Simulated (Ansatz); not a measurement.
Input and command of a calculation in Ansatz (plane waves; scalar-relativistic PAW potentials unless the input names others):

```yaml
crystal:
  lattice:
    - [2.8603720825, 1.6514365918, 2.3460535864]
    - [-2.8603720825, 1.6514365918, 2.3460535864]
    - [0.0, -3.3028731837, 2.3460535864]
  atoms:
    - { symbol: Ba, position: [0.0026800193, 0.0026800193, 0.0026800193] }
    - { symbol: Ti, position: [0.5127992506, 0.5127992506, 0.5127992506] }
    - { symbol: O, position: [0.4903227043, 0.4903227043, 0.9825753215] }
    - { symbol: O, position: [0.4903227043, 0.9825753215, 0.4903227043] }
    - { symbol: O, position: [0.9825753215, 0.4903227043, 0.4903227043] }
basis:
  ecutwfc: "800 eV"
kpoints:
  mp_grid: { grid: [3, 3, 3] }
hamiltonian:
  xc: pbe
  hubbard: { sites: [{ species: Ti, l: d, u_eff: 4.0 }] }
  dispersion: d3bj
scf:
  occupations: { method: gaussian, width: 0.02 }
output:
  forces: true
  eigenvalues: true
  stress: true
```

```bash
ansatz run input.yaml --threads 1 --pin off --max-ram 2560MiB --backend cpu --events-out ev --progress --plain --runs-dir out
```

Abridged log:
```
Basis set: ecut = 800 eV, 3407 PW (Γ), exchange–correlation on 80×80×80 points (8 copies of the dense FFT grid, shifted against one another)
Bands: 25, of which v1, the nominal top of the filled ones, is band 20 counted from 1 (19 counted from 0)
Symmetry: 6 space group operations
k-points: 6 of 27 (time reversal used)
SCF iter   1: F=—  HF=-10158.099126 eV  |F-HF|=—  |Δ(HF+E_count)|=         —  Δρ=5.92e-2  dr2=3.37e0  ethr=3.10e-3  ⟨swp⟩=7.3  Hψ=825  notcnv=0
SCF iter   2: F=—  HF=-10157.469342 eV  |F-HF|=—  |Δ(HF+E_count)|=   6.30e-1  Δρ=3.17e-2  dr2=6.30e-1  ethr=3.10e-3  ⟨swp⟩=3.0  Hψ=358  notcnv=0  defer=6
SCF iter   3: F=—  HF=-10157.398423 eV  |F-HF|=—  |Δ(HF+E_count)|=   7.09e-2  Δρ=1.49e-2  dr2=1.95e-1  ethr=1.58e-3  ⟨swp⟩=2.5  Hψ=274  notcnv=0  defer=6
SCF iter   4: F=—  HF=-10157.383929 eV  |F-HF|=—  |Δ(HF+E_count)|=   1.45e-2  Δρ=7.00e-3  dr2=3.04e-2  ethr=4.88e-4  ⟨swp⟩=2.8  Hψ=255  notcnv=0  defer=6
SCF iter   5: F=—  HF=-10157.384359 eV  |F-HF|=—  |Δ(HF+E_count)|=   4.30e-4  Δρ=1.66e-3  dr2=1.74e-3  ethr=7.60e-5  ⟨swp⟩=2.7  Hψ=277  notcnv=0  defer=6
SCF iter   6: F=—  HF=-10157.385068 eV  |F-HF|=—  |Δ(HF+E_count)|=   7.09e-4  Δρ=3.56e-4  dr2=7.14e-5  ethr=4.35e-6  ⟨swp⟩=2.0  Hψ=240  notcnv=0  defer=6
SCF iter   7: F=—  HF=-10157.385136 eV  |F-HF|=—  |Δ(HF+E_count)|=   6.79e-5  Δρ=5.90e-5  dr2=1.92e-6  ethr=1.79e-7  ⟨swp⟩=2.7  Hψ=254  notcnv=0  defer=6
SCF iter   8: F=—  HF=-10157.385139 eV  |F-HF|=—  |Δ(HF+E_count)|=   3.33e-6  Δρ=1.07e-5  dr2=1.08e-7  ethr=4.81e-9  ⟨swp⟩=2.0  Hψ=236  notcnv=0  defer=6
SCF iter   9: F=-10157.385139 eV  HF=-10157.385139 eV  |F-HF|=1.06e-9  |Δ(HF+E_count)|=   8.21e-8  Δρ=1.57e-6  dr2=1.36e-9  ethr=2.50e-10  ⟨swp⟩=11.0  Hψ=709  notcnv=0
SCF 1 converged in 9 iterations: F = -10157.385139 eV  dr2 = 1.36e-9
SCF converged after 9 iterations
Free energy (F): -10157.385139 eV
Harris-Foulkes:  -10157.385139 eV  (|F-HF|=1.06e-9)
Internal energy: -10157.385139 eV  (E = F + TS)
E sigma→0 (E₀):  -10157.385139 eV
Fermi energy:    11.103616 eV
  E_disp       = -1.277059  (pairwise vdW)
--- Forces (eV/Å), atoms counted from 1 ---
  atom   1  Ba     0.00000000     0.00000000     0.01216448
  atom   2  Ti     0.00000000     0.00000000     0.32087758
  atom   3  O      0.00000000     0.01284776    -0.11101388
  atom   4  O      0.01112648    -0.00642388    -0.11101388
  atom   5  O     -0.01112648    -0.00642388    -0.11101388
--- Stress (GPa, compression-positive) ---
       -3.033574       0.000000       0.000000
        0.000000      -3.033574       0.000000
        0.000000       0.000000      -3.018681
  P = ⅓ Tr σ = -3.0286 GPa (-30.286 kbar)
Occupation matrices written to <dir>
```

Apart from outputs and empty bands, the input differs from a reference run on usual settings in kpoints.mp_grid.grid: [6, 6, 6] → [3, 3, 3]; hamiltonian.dispersion: not typed → "d3bj"; basis.ecutwfc: 420 → "800 eV". The reference, at the same geometry, gave pressure 0.01 GPa, largest force 0.000 eV/Å, gap on the mesh 2.65 eV. This run converged in 9 SCF iterations with an energy at zero smearing 251 meV/atom below the reference's (the Hamiltonian itself differs), pressure -3.03 GPa, largest force 0.321 eV/Å, gap on the mesh 2.90 eV. Its k mesh is looser than usual. The Hamiltonian differs as well, so the change in the result can't be put down to that alone.